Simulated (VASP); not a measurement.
# SrO under changes of volume

One of the cells (17.239 Å³/atom); the others are scaled copies at fixed shape and fractional positions:

```
Sr O
1.0
     0.00000    2.58330    2.58330
     2.58330    0.00000    2.58330
     2.58330    2.58330    0.00000
Sr O
1 1
Cartesian
  2.5833 2.5833 2.5833
  0.0000 0.0000 0.0000
```

```yaml
Program: VASP 6.6.1
Functional: PBE
Potentials_or_basis: VASP PAW PBE potentials, release 64 (Sr_sv, O)
Cutoff: 520 eV
k_mesh: 9 × 9 × 9
Occupations: fermi-dirac, width 0.05 eV
Spin: no spin polarisation
```

```csv
volume (Å³/atom),energy over the lowest point (meV/atom),pressure (GPa),gap on the mesh (eV)
15.887,56.15,11.1,3.28
16.225,35.28,8.5,3.29
16.563,19.73,6.1,3.31
17.239,?,?,?
17.577,0.00,0.2,3.34
17.915,0.94,-1.3,3.34
```

Task: What does the run at 17.239 Å³/atom give?

Result: Energy over the lowest point 2.57 meV/atom; pressure 2.0 GPa; gap on the mesh 3.33 eV.

Worked out: A Birch-Murnaghan fit of order 3 (a polynomial in V^(-2/3)) to the other rows has its minimum at 17.65 Å³/atom with B0 = V·E''(V) = 85 GPa and B' = 4.5. It gives 2.55 meV/atom at 17.239 Å³/atom, against the run's 2.57, and -dE/dV = 2.1 GPa, against 2.0. A straight line through the other rows of the gap, of slope 0.528 eV per unit of ln V, gives 3.33 eV, against the run's 3.33.

Energies are extrapolated to zero smearing.

Caveats: an odd mesh through Γ misses points on the zone boundary, where band edges often lie. Spin-orbit coupling on Sr is left out.
